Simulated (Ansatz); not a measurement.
# Al2Cu (P4/mmm) in Ansatz: notebook

One crystal, Al2Cu, is run at these levels: PBEsol+D3(BJ)-ATM, PBEsol+D4; tasks: relaxation of cell and atoms.

Everything below comes from runs of Ansatz 0.2.0. Logs are shortened: lines on timing, memory, paths and dates and some standing lists are left out, and cuts for length are marked.

## 1. The crystal as given

Symmetry: P4/mmm, No. 123, tetragonal system. Conventional cell: a = 4.105 Å, b = 4.105 Å, c = 2.891 Å, α = 90.00°, β = 90.00°, γ = 90.00°. Cu (site symmetry 4/mmm) is surrounded by 8 Al at 2.51 Å. Al (site symmetry mmm) has 4 Cu at 2.51 Å as nearest neighbours.

The cell comes from a database or a generator and needn't be the stable form of this composition.

## 2. Relaxation of cell and atoms, PBEsol+D3(BJ)-ATM

The input, input.yaml:

```yaml
crystal:
  lattice:
    - [4.105182, 0.0, 0.0]
    - [0.0, 4.105182, 0.0]
    - [0.0, 0.0, 2.891313]
  atoms:
    - { symbol: Cu, position: [0.0, 0.0, 0.0] }
    - { symbol: Al, position: [0.0, 0.5, 0.5] }
    - { symbol: Al, position: [0.5, 0.0, 0.5] }
hamiltonian:
  xc: pbesol
  pseudopotentials: { kind: paw }
  dispersion: d3bjatm
kpoints:
  mp_grid: { grid: [7, 7, 9] }
scf:
  occupations: { method: fermi_dirac, width: 0.05 }
output:
  forces: true
  stress: true
  eigenvalues: true
  write_density: true
  write_potential: true
  elf: true
  volumetric_format: npy
relax:
  f_tol: 0.01
  max_steps: 40
  cell: { stress_tol: 0.05 }
```

Potentials or basis: Ansatz PAW.

Started as:

```console
$ ansatz run input.yaml --threads 2 --pin off --max-ram 5632MiB --backend cpu --events-out ev --progress --plain --runs-dir out
```

The program printed:

```text
Warning: RAYON_NUM_THREADS=2 ignored (pool sized by the plan → 2); use --threads N
Engine: ansatz 0.2.0, x86_64-unknown-linux-gnu
Pseudopotentials: kind: paw
Pseudopotential: Cu, paw, valence charge 19, recommended cutoff 420 eV (normal), Cu.paw.azcp
Pseudopotential: Al, paw, valence charge 3, recommended cutoff 420 eV (normal), Al.paw.azcp
Functional definition: PBEsol
  exchange = pbesol_x
  correlation = pbesol_c
Crystal: 3 atoms, lattice volume = 48.726 Å³
Basis set: ecut = 420 eV, 945 PW (Γ), exchange–correlation on 60×60×40 points (8 copies of the dense FFT grid, shifted against one another)
Bands: 17, of which v1, the nominal top of the filled ones, is band 13 counted from 1 (12 counted from 0)
Symmetry: 16 space group operations
Space group: P4/mmm (ITA 123), of the structure as read, at distance tolerance 3.7e-5 Å
k-points: 50 of 441
Non-local potential: Cu, projectors of the file, l = 0: 3, l = 1: 2, l = 2: 3, l = 3: 1
Non-local potential: Al, projectors of the file, l = 0: 2, l = 1: 2, l = 2: 1
PAW form: soft (Blöchl's): semilocal exchange-correlation on the pseudo side does not see the compensation charge
PAW frozen core: Cu, regenerated for the run's functional, and the local potential with it (the file was generated under x = pbe(κ = 0.804, μ = 0.2195149727645171), c = pbe(β = 0.06672455060314922))
PAW frozen core: Al, regenerated for the run's functional, and the local potential with it (the file was generated under x = pbe(κ = 0.804, μ = 0.2195149727645171), c = pbe(β = 0.06672455060314922))
PAW one-centre angular grid: Cu, 590 points (default); XC on 64 Gauss nodes
PAW one-centre angular grid: Al, 110 points (default); XC on 64 Gauss nodes
Initial density: superposition of atomic densities (neutral atoms: chi_scale 0, normalization atom), corrected by the library's trained network
Initial wavefunctions: pseudopotential atomic-orbital guess
Functional: x = pbesol(κ = 0.804, μ = 0.12345679012345678), c = pbesol(β = 0.046)
SCF iter   1: F=—  HF=-7638.894854 eV  |F-HF|=—  |Δ(HF+E_count)|=         —  Δρ=1.34e-2  dr2=5.44e-2  ethr=1.77e-3  ⟨swp⟩=5.5  Hψ=4413  notcnv=0
preconditioner: auto → Kerker (q_TF=auto, 2.441 Å⁻¹)  [metal: Δε(μ)=0.028 eV  Ē_g=8.003 eV  σ=0.050 eV  W_gap=0.14  n_scr=10 (ndim 8)  ℏωp=21.9 eV  f_vac=0.000  D(μ)=1.53/eV (n_scr^D=10)]
SCF iter   2: F=—  HF=-7638.886143 eV  |F-HF|=—  |Δ(HF+E_count)|=   8.71e-3  Δρ=1.12e-3  dr2=9.67e-4  ethr=2.18e-4  ⟨swp⟩=2.0  Hψ=1776  notcnv=0  defer=7
SCF iter   3: F=—  HF=-7638.885549 eV  |F-HF|=—  |Δ(HF+E_count)|=   5.94e-4  Δρ=1.47e-3  dr2=1.25e-3  ethr=3.87e-6  ⟨swp⟩=2.3  Hψ=1336  notcnv=0  defer=7
SCF iter   4: F=—  HF=-7638.885309 eV  |F-HF|=—  |Δ(HF+E_count)|=   2.40e-4  Δρ=5.41e-4  dr2=2.15e-4  ethr=3.87e-6  ⟨swp⟩=1.8  Hψ=1105  notcnv=0  defer=7
SCF iter   5: F=—  HF=-7638.885279 eV  |F-HF|=—  |Δ(HF+E_count)|=   2.96e-5  Δρ=1.34e-4  dr2=1.52e-5  ethr=8.62e-7  ⟨swp⟩=1.5  Hψ=926  notcnv=0  defer=7
SCF iter   6: F=—  HF=-7638.885303 eV  |F-HF|=—  |Δ(HF+E_count)|=   2.43e-5  Δρ=2.42e-5  dr2=5.05e-7  ethr=6.07e-8  ⟨swp⟩=2.4  Hψ=1203  notcnv=0  defer=7
SCF iter   7: F=-7638.885303 eV  HF=-7638.885303 eV  |F-HF|=6.00e-9  |Δ(HF+E_count)|=   8.38e-8  Δρ=5.26e-6  dr2=1.62e-8  ethr=4.00e-10  ⟨swp⟩=8.7  Hψ=5301  notcnv=0
SCF 1 converged in 7 iterations: F = -7638.885303 eV  dr2 = 1.62e-8
relax step   1: F+E_penalty+E_count = -7638.88530322 eV  Δ(F+E_penalty+E_count) = +0.000e0 eV  max|allowed force component| = 1.742e-30 eV/Å  Δτ_max = 0.0000 Å  P = -5.262 GPa  Ω = 48.726 Å³  (7 SCF iters, dr2 threshold 1.00e-7 eV, accepted)
Crystal: 3 atoms, lattice volume = 46.844 Å³
Basis set: ecut = 420 eV, 929 PW (Γ), exchange–correlation on 60×60×40 points (8 copies of the dense FFT grid, shifted against one another)
Initial density: handed on by an earlier stage of this run
Initial wavefunctions: those handed on with the density
iter 1 solved again at ethr=2.85e-4 eV; its pass at ethr=3.10e-3 eV (dr2=7.12e-2 eV) is discarded
SCF iter   1: F=—  HF=-7638.940909 eV  |F-HF|=—  |Δ(HF+E_count)|=         —  Δρ=1.41e-2  dr2=7.11e-2  ethr=2.85e-4  ⟨swp⟩=1.0  Hψ=4914  notcnv=0
preconditioner: auto → Kerker (q_TF=auto, 2.457 Å⁻¹)  [metal: Δε(μ)=0.033 eV  Ē_g=8.247 eV  σ=0.050 eV  W_gap=0.16  n_scr=10 (ndim 8)  ℏωp=22.4 eV  f_vac=0.000  D(μ)=1.53/eV (n_scr^D=10)]
SCF iter   2: F=—  HF=-7638.930645 eV  |F-HF|=—  |Δ(HF+E_count)|=   1.03e-2  Δρ=2.02e-3  dr2=2.32e-3  ethr=2.84e-4  ⟨swp⟩=2.0  Hψ=1365  notcnv=0
SCF iter   3: F=—  HF=-7638.929193 eV  |F-HF|=—  |Δ(HF+E_count)|=   1.45e-3  Δρ=1.88e-3  dr2=1.98e-3  ethr=9.26e-6  ⟨swp⟩=2.0  Hψ=1334  notcnv=0
SCF iter   4: F=—  HF=-7638.928848 eV  |F-HF|=—  |Δ(HF+E_count)|=   3.44e-4  Δρ=4.06e-4  dr2=4.44e-5  ethr=7.93e-6  ⟨swp⟩=2.2  Hψ=1100  notcnv=0
[... 17 lines left out ...]
Crystal: 3 atoms, lattice volume = 46.095 Å³
iter 1 solved again at ethr=5.59e-7 eV; its pass at ethr=3.10e-3 eV (dr2=1.40e-4 eV) is discarded
SCF iter   1: F=—  HF=-7638.933205 eV  |F-HF|=—  |Δ(HF+E_count)|=         —  Δρ=6.26e-4  dr2=1.38e-4  ethr=5.59e-7  ⟨swp⟩=1.0  Hψ=4055  notcnv=0
preconditioner: auto → Kerker (q_TF=auto, 2.464 Å⁻¹)  [metal: Δε(μ)=0.026 eV  Ē_g=8.470 eV  σ=0.050 eV  W_gap=0.13  n_scr=10 (ndim 8)  ℏωp=22.6 eV  f_vac=0.000  D(μ)=1.55/eV (n_scr^D=10)]
SCF iter   2: F=—  HF=-7638.933249 eV  |F-HF|=—  |Δ(HF+E_count)|=   4.34e-5  Δρ=5.72e-4  dr2=7.64e-5  ethr=5.52e-7  ⟨swp⟩=2.3  Hψ=1373  notcnv=0
SCF iter   3: F=—  HF=-7638.933227 eV  |F-HF|=—  |Δ(HF+E_count)|=   2.14e-5  Δρ=8.08e-5  dr2=3.16e-6  ethr=3.06e-7  ⟨swp⟩=2.0  Hψ=1172  notcnv=0
SCF iter   4: F=—  HF=-7638.933227 eV  |F-HF|=—  |Δ(HF+E_count)|=   8.43e-7  Δρ=5.07e-5  dr2=5.39e-7  ethr=1.26e-8  ⟨swp⟩=2.0  Hψ=1166  notcnv=0
SCF iter   5: F=-7638.933227 eV  HF=-7638.933227 eV  |F-HF|=1.58e-8  |Δ(HF+E_count)|=   2.12e-7  Δρ=1.09e-5  dr2=3.84e-8  ethr=6.61e-10  ⟨swp⟩=8.5  Hψ=5504  notcnv=0
SCF 4 converged in 5 iterations: F = -7638.933227 eV  dr2 = 3.84e-8
relax step   4: F+E_penalty+E_count = -7638.93322671 eV  Δ(F+E_penalty+E_count) = -2.331e-5 eV  max|allowed force component| = 2.153e-30 eV/Å  Δτ_max = 0.0000 Å  P = +0.003 GPa  Ω = 46.095 Å³  energy of the carried Pulay correction = +1.023e-3 eV  (5 SCF iters, dr2 threshold 1.65e-7 eV, accepted)
Initial wavefunctions: pseudopotential atomic-orbital guess (no wavefunctions were taken with the density)
iter 1 solved again at ethr=3.62e-8 eV; its pass at ethr=3.10e-3 eV (dr2=9.06e-6 eV) is discarded
SCF iter   1: F=—  HF=-7638.932309 eV  |F-HF|=—  |Δ(HF+E_count)|=         —  Δρ=6.78e-5  dr2=2.54e-7  ethr=3.62e-8  ⟨swp⟩=3.0  Hψ=6574  notcnv=0
preconditioner: auto → Kerker (q_TF=auto, 2.464 Å⁻¹)  [metal: Δε(μ)=0.026 eV  Ē_g=8.465 eV  σ=0.050 eV  W_gap=0.13  n_scr=10 (ndim 8)  ℏωp=22.6 eV  f_vac=0.000  D(μ)=1.55/eV (n_scr^D=10)]
SCF iter   2: F=—  HF=-7638.932355 eV  |F-HF|=—  |Δ(HF+E_count)|=   4.66e-5  Δρ=6.54e-5  dr2=1.28e-6  ethr=1.01e-9  ⟨swp⟩=2.0  Hψ=1474  notcnv=0
SCF iter   3: F=—  HF=-7638.932355 eV  |F-HF|=—  |Δ(HF+E_count)|=   2.49e-8  Δρ=3.44e-5  dr2=1.21e-7  ethr=1.01e-9  ⟨swp⟩=2.0  Hψ=1474  notcnv=0
SCF iter   4: F=—  HF=-7638.932355 eV  |F-HF|=—  |Δ(HF+E_count)|=   6.73e-8  Δρ=3.01e-6  dr2=2.13e-9  ethr=4.83e-10  ⟨swp⟩=2.0  Hψ=1411  notcnv=0
SCF iter   5: F=—  HF=-7638.932355 eV  |F-HF|=—  |Δ(HF+E_count)|=   1.08e-8  Δρ=2.66e-6  dr2=1.10e-9  ethr=8.51e-12  ⟨swp⟩=2.0  Hψ=1473  notcnv=0
SCF iter   6: F=—  HF=-7638.932355 eV  |F-HF|=—  |Δ(HF+E_count)|=  1.40e-10  Δρ=2.84e-7  dr2=4.94e-11  ethr=4.39e-12  ⟨swp⟩=2.4  Hψ=1276  notcnv=0
SCF iter   7: F=-7638.932355 eV  HF=-7638.932355 eV  |F-HF|=9.09e-12  |Δ(HF+E_count)|=  5.46e-12  Δρ=1.71e-7  dr2=1.45e-11  ethr=1.00e-12  ⟨swp⟩=5.0  Hψ=3281  notcnv=0
SCF 5 converged in 7 iterations: F = -7638.932355 eV  dr2 = 1.45e-11
relax step   5: F+E_penalty+E_count = -7638.93235540 eV  Δ(F+E_penalty+E_count) = +8.713e-4 eV  max|allowed force component| = 5.423e-31 eV/Å  Δτ_max = 0.0000 Å  P = -0.014 GPa  Ω = 46.095 Å³  stress off target by 2.30e-2 GPa  SCF on the basis re-selected at this cell (its energy is not comparable with the rows above)  (7 SCF iters)
basis re-selected at this cell: Δ(F+E_penalty+E_count) = +8.713e-4 eV, ΔP = -0.017 GPa vs the last step (what re-selecting the basis moved, of the pressure what is left beyond the Pulay correction that the steps carried, after the strain that the cell walked since its last selection, with what the two solves' SCF thresholds leave and, on support functions, any second-order correction that the steps lacked; it is no measure of the basis error at this ecutwfc). This SCF's stress stands 2.30e-2 GPa from its target on what of the cell is left free (relax.cell.stress_tol is 5.00e-2 GPa) and its largest allowed force component is 5.42e-31 eV/Å (relax.f_tol is 1.00e-2 eV/Å): within both
SCF converged after 7 iterations
Free energy (F): -7638.932355 eV
Harris-Foulkes:  -7638.932355 eV  (|F-HF|=9.09e-12)
Internal energy: -7638.920331 eV  (E = F + TS)
E sigma→0 (E₀):  -7638.926343 eV
Entropy (-TS):   -0.012024 eV (-4.008 meV/atom)
Fermi energy:    9.960102 eV
--- Per-component energies (eV) ---
  E_band       = -486.073286
  E_kinetic    = 347.826461
  E_local      = -6116.993684  (includes V_loc(G=0)·N_el)
  E_nonlocal   = 406.740457
  E_hartree    = 2750.165451
  E_xc         = -169.407424
  E_vxc        = -175.829918  (∫ρ·V_xc dr)
  E_paw        = -2531.189403  (= ΣΔE_a)
  E_vpaw       = -448.148038  (= ΣTr[D̂ρ^β])
  E_aug_tail   = 0.000230  (compensation charges beyond the density's cutoff)
  E_ewald      = -2325.312509
  E_disp       = -0.994391  (pairwise vdW)
  E_core_change = 0.244480  (= ΣΔE_core)
  E_smearing   = -0.012024  (= −TS)
  E_closure    = 0.000000  (closes the sum)
  Σ components = -7638.932355   (vs F -7638.932355, Δ=0.00e0)
--- Forces (eV/Å), atoms counted from 1 ---
  atom   1  Cu     0.00000000     0.00000000     0.00000000
  atom   2  Al     0.00000000     0.00000000    -0.00000000
  atom   3  Al     0.00000000     0.00000000     0.00000000
  max |Σ_I F_I| component: 1.50e-30 eV/Å
--- Stress (GPa, compression-positive) ---
       -0.009289       0.000000       0.000000
        0.000000      -0.009289       0.000000
        0.000000       0.000000      -0.022959
  P = ⅓ Tr σ = -0.0138 GPa (-0.138 kbar)
--- Band table (eV; the first three rows and the last of 50) ---
  k-point 0: bands = ["-103.9720", "-61.4856", "-61.4856", "-61.4633", "-0.9716", "4.2860", "4.7736", "5.5106", "5.7449", "5.7449", "7.3993", "7.3993", "9.9985", "10.7454", "16.2622", "16.2622", "16.3756"]
  k-point 1: bands = ["-103.9719", "-61.4854", "-61.4854", "-61.4654", "-0.7357", "4.3635", "4.8662", "5.5200", "5.5200", "5.5347", "7.8120", "7.8120", "10.1291", "10.8876", "13.6764", "16.4716", "16.4716"]
  k-point 2: bands = ["-103.9716", "-61.4850", "-61.4850", "-61.4706", "-0.0359", "4.5620", "5.0747", "5.1433", "5.1433", "5.5961", "8.7669", "8.7669", "10.5404", "10.6482", "11.4141", "16.9999", "16.9999"]
  k-point 49: bands = ["-103.9710", "-61.4843", "-61.4843", "-61.4803", "4.0749", "4.1580", "5.4252", "5.4581", "5.6460", "5.8851", "7.3831", "7.4803", "8.8548", "9.6282", "10.5018", "10.8842", "12.8519"]
--- Relaxed structure (4 steps of the walk, 4 accepted, 1 SCFs on fresh bases) ---
  F+E_penalty+E_count = -7638.93235540 eV   max|allowed force component| = 5.423e-31 eV/Å   (the final SCF, on the basis selected at the relaxed cell)
  cell:  # Å, volume = 46.0950 Å³
    - [4.042699923895522, 6.629218780438391e-34, 0.0]
    - [6.629218780438391e-34, 4.042699923895522, 0.0]
    - [0.0, 0.0, 2.8203992215268583]
  atoms:
    - { symbol: Cu, position: [1.8326017811786762e-37, -1.5271681509822298e-38, 0.0] }
    - { symbol: Al, position: [1.0691058840368783e-50, 0.49999999999999994, 0.5] }
    - { symbol: Al, position: [0.49999999999999994, 2.138035411375162e-37, 0.5] }
```

Wall time 18 s (2 threads of Intel Xeon at 2.50GHz (Skylake/Cascade Lake), shared host); peak memory 0.39 GiB.

Results:

```yaml
Free_energy: -7638.9324 eV
Relaxed_volume: 15.36 Å³/atom
Relaxed_cell: a = 4.043 Å, b = 4.043 Å, c = 2.820 Å, α = 90.00°, β = 90.00°, γ = 90.00°
Space_group_after_relaxing_to_0.05_Å: P4/mmm (No. 123)
Energy_gained_by_relaxing: 15.7 meV/atom
Ionic_steps: 5
Pressure_after_relaxing: 0.0 GPa
Band_gap_on_the_k_mesh: none (metal or under the smearing width)
```

The path:
| step | energy change (eV) | largest force (eV/Å) | volume (Å³) |
| --- | --- | --- | --- |
| 1 | 0.0000 | 0.0000 | 48.73 |
| 2 | -0.0436 | 0.0000 | 46.84 |
| 3 | -0.0479 | 0.0000 | 46.01 |
| 4 | -0.0479 | 0.0000 | 46.09 |
| 5 | -0.0471 | 0.0000 | 46.09 |

Final structure:
```
Cu Al
1.0
     4.04270    0.00000    0.00000
     0.00000    4.04270    0.00000
     0.00000    0.00000    2.82040
Cu Al
1 2
Direct
  0.00000 0.00000 0.00000
  0.00000 0.50000 0.50000
  0.50000 0.00000 0.50000
```

Caveat: the plane-wave basis is chosen anew once the cell has moved, so the energies of steps on either side of that aren't comparable; pairwise dispersion overbinds metals, which lowers pressure and volume; the PAW data sets come from PBE, with cores solved anew for the run's functional, which leaves a small shift of forces and pressure.

## 3. Relaxation of cell and atoms, PBEsol+D4

Changes to input.yaml since step 2:

```diff
@@ -12,3 +12,3 @@
   pseudopotentials: { kind: paw }
-  dispersion: d3bjatm
+  dispersion: d4
 kpoints:
@@ -21,6 +21,2 @@
   eigenvalues: true
-  write_density: true
-  write_potential: true
-  elf: true
-  volumetric_format: npy
 relax:
```

Potentials or basis: Ansatz PAW.

Started as:

```console
$ ansatz run input.yaml --threads 2 --pin off --max-ram 5632MiB --backend cpu --events-out ev --progress --plain --runs-dir out
```

The program printed:

```text
Warning: RAYON_NUM_THREADS=2 ignored (pool sized by the plan → 2); use --threads N
[... 7 set-up lines as earlier in the session ...]
Crystal: 3 atoms, lattice volume = 48.726 Å³
Basis set: ecut = 420 eV, 945 PW (Γ), exchange–correlation on 60×60×40 points (8 copies of the dense FFT grid, shifted against one another)
Bands: 17, of which v1, the nominal top of the filled ones, is band 13 counted from 1 (12 counted from 0)
[... 2 set-up lines as earlier in the session ...]
k-points: 50 of 441
[... 10 set-up lines as earlier in the session ...]
SCF iter   1: F=—  HF=-7638.593207 eV  |F-HF|=—  |Δ(HF+E_count)|=         —  Δρ=1.34e-2  dr2=5.44e-2  ethr=1.77e-3  ⟨swp⟩=5.5  Hψ=4413  notcnv=0
preconditioner: auto → Kerker (q_TF=auto, 2.441 Å⁻¹)  [metal: Δε(μ)=0.028 eV  Ē_g=8.003 eV  σ=0.050 eV  W_gap=0.14  n_scr=10 (ndim 8)  ℏωp=21.9 eV  f_vac=0.000  D(μ)=1.53/eV (n_scr^D=10)]
SCF iter   2: F=—  HF=-7638.584496 eV  |F-HF|=—  |Δ(HF+E_count)|=   8.71e-3  Δρ=1.12e-3  dr2=9.67e-4  ethr=2.18e-4  ⟨swp⟩=2.0  Hψ=1776  notcnv=0  defer=7
SCF iter   3: F=—  HF=-7638.583902 eV  |F-HF|=—  |Δ(HF+E_count)|=   5.94e-4  Δρ=1.47e-3  dr2=1.25e-3  ethr=3.87e-6  ⟨swp⟩=2.3  Hψ=1336  notcnv=0  defer=7
SCF iter   4: F=—  HF=-7638.583662 eV  |F-HF|=—  |Δ(HF+E_count)|=   2.40e-4  Δρ=5.41e-4  dr2=2.15e-4  ethr=3.87e-6  ⟨swp⟩=1.8  Hψ=1105  notcnv=0  defer=7
SCF iter   5: F=—  HF=-7638.583632 eV  |F-HF|=—  |Δ(HF+E_count)|=   2.96e-5  Δρ=1.34e-4  dr2=1.52e-5  ethr=8.62e-7  ⟨swp⟩=1.5  Hψ=926  notcnv=0  defer=7
SCF iter   6: F=—  HF=-7638.583656 eV  |F-HF|=—  |Δ(HF+E_count)|=   2.43e-5  Δρ=2.42e-5  dr2=5.05e-7  ethr=6.07e-8  ⟨swp⟩=2.4  Hψ=1203  notcnv=0  defer=7
SCF iter   7: F=-7638.583656 eV  HF=-7638.583656 eV  |F-HF|=6.00e-9  |Δ(HF+E_count)|=   8.38e-8  Δρ=5.26e-6  dr2=1.62e-8  ethr=4.00e-10  ⟨swp⟩=5.1  Hψ=3462  notcnv=0
[... 55 lines left out ...]
Harris-Foulkes:  -7638.616224 eV  (|F-HF|=2.73e-12)
Internal energy: -7638.604032 eV  (E = F + TS)
E sigma→0 (E₀):  -7638.610128 eV
Entropy (-TS):   -0.012192 eV (-4.064 meV/atom)
Fermi energy:    9.836805 eV
--- Per-component energies (eV) ---
  E_band       = -488.271020
  E_kinetic    = 347.400335
  E_local      = -6129.817418  (includes V_loc(G=0)·N_el)
  E_nonlocal   = 406.787095
  E_hartree    = 2755.616161
  E_xc         = -169.185927
  E_vxc        = -175.543351  (∫ρ·V_xc dr)
  E_paw        = -2531.266817  (= ΣΔE_a)
  E_vpaw       = -448.330450  (= ΣTr[D̂ρ^β])
  E_aug_tail   = 0.000224  (compensation charges beyond the density's cutoff)
  E_ewald      = -2317.711220
  E_disp       = -0.670945  (pairwise vdW)
  E_core_change = 0.244480  (= ΣΔE_core)
  E_smearing   = -0.012192  (= −TS)
  E_closure    = 0.000000  (closes the sum)
  Σ components = -7638.616224   (vs F -7638.616224, Δ=0.00e0)
--- Forces (eV/Å), atoms counted from 1 ---
  atom   1  Cu    -0.00000000     0.00000000     0.00000000
  atom   2  Al     0.00000000     0.00000000     0.00000000
  atom   3  Al     0.00000000     0.00000000     0.00000000
  max |Σ_I F_I| component: 7.89e-31 eV/Å
--- Stress (GPa, compression-positive) ---
       -0.008803       0.000000       0.000000
        0.000000      -0.008803       0.000000
        0.000000       0.000000      -0.017989
  P = ⅓ Tr σ = -0.0119 GPa (-0.119 kbar)
--- Band table (eV; the first three rows and the last of 50) ---
  k-point 0: bands = ["-104.0598", "-61.5736", "-61.5736", "-61.5511", "-1.0290", "4.2046", "4.7010", "5.4264", "5.6578", "5.6578", "7.2960", "7.2960", "9.8396", "10.6261", "16.0868", "16.0868", "16.2165"]
  k-point 1: bands = ["-104.0597", "-61.5734", "-61.5734", "-61.5531", "-0.7946", "4.2824", "4.7925", "5.4350", "5.4350", "5.4501", "7.7059", "7.7059", "9.9692", "10.7677", "13.5389", "16.2950", "16.2950"]
  k-point 2: bands = ["-104.0594", "-61.5730", "-61.5730", "-61.5581", "-0.0990", "4.4813", "4.9983", "5.0622", "5.0622", "5.5106", "8.6548", "8.6548", "10.3777", "10.5224", "11.2951", "16.8213", "16.8213"]
  k-point 49: bands = ["-104.0588", "-61.5723", "-61.5723", "-61.5674", "3.9977", "4.0814", "5.3435", "5.3733", "5.5563", "5.7966", "7.2808", "7.3749", "8.7427", "9.5064", "10.3493", "10.7377", "12.7368"]
--- Relaxed structure (4 steps of the walk, 4 accepted, 1 SCFs on fresh bases) ---
  F+E_penalty+E_count = -7638.61622407 eV   max|allowed force component| = 5.259e-31 eV/Å   (the final SCF, on the basis selected at the relaxed cell)
  cell:  # Å, volume = 46.5338 Å³
    - [4.056188695186586, 2.0969977774856136e-34, 0.0]
    - [-2.232287956678234e-34, 4.056188695186586, 0.0]
    - [0.0, 0.0, 2.828343123528446]
  atoms:
    - { symbol: Cu, position: [1.0995610687072056e-36, 1.2599137245603398e-37, 0.0] }
    - { symbol: Al, position: [-1.5577115140018733e-36, 0.5, 0.49999999999999994] }
    - { symbol: Al, position: [0.5, 2.2907522264738462e-38, 0.49999999999999994] }
```

Run time: 17 s. Hardware: 2 threads of Intel Xeon at 2.50GHz (Skylake/Cascade Lake), shared host; peak memory 0.39 GiB.

Results:

| Item | Value |
| --- | --- |
| Free energy | -7638.6162 eV |
| Relaxed volume | 15.51 Å³/atom |
| Relaxed cell | a = 4.056 Å, b = 4.056 Å, c = 2.828 Å, α = 90.00°, β = 90.00°, γ = 90.00° |
| Space group after relaxing (to 0.05 Å) | P4/mmm (No. 123) |
| Energy gained by relaxing | 10.9 meV/atom |
| Ionic steps | 5 |
| Pressure after relaxing | 0.0 GPa |
| Band gap on the k mesh | none (metal or under the smearing width) |

The path:
```csv
step,energy change (eV),largest force (eV/Å),volume (Å³)
1,0.0000,0.0000,48.73
2,-0.0302,0.0000,47.17
3,-0.0333,0.0000,46.48
4,-0.0333,0.0000,46.53
5,-0.0326,0.0000,46.53
```

Final structure:
```
Cu Al
1.0
     4.05619    0.00000    0.00000
     0.00000    4.05619    0.00000
     0.00000    0.00000    2.82834
Cu Al
1 2
Direct
  0.00000 0.00000 0.00000
  0.00000 0.50000 0.50000
  0.50000 0.00000 0.50000
```

Levels at points of the mesh, in eV from the Fermi level:
```
           k point  band 8  band 9  band 10  band 11  band 12  band 13  band 14  band 15  band 16  band 17
(0.00, 0.00, 0.00)   -4.41   -4.18    -4.18    -2.54    -2.54     0.00     0.79     6.25     6.25     6.38
```

Caveat: the plane-wave basis is chosen anew once the cell has moved, so the energies of steps on either side of that aren't comparable; pairwise dispersion overbinds metals, which lowers pressure and volume; the PAW data sets come from PBE, with cores solved anew for the run's functional, which leaves a small shift of forces and pressure.
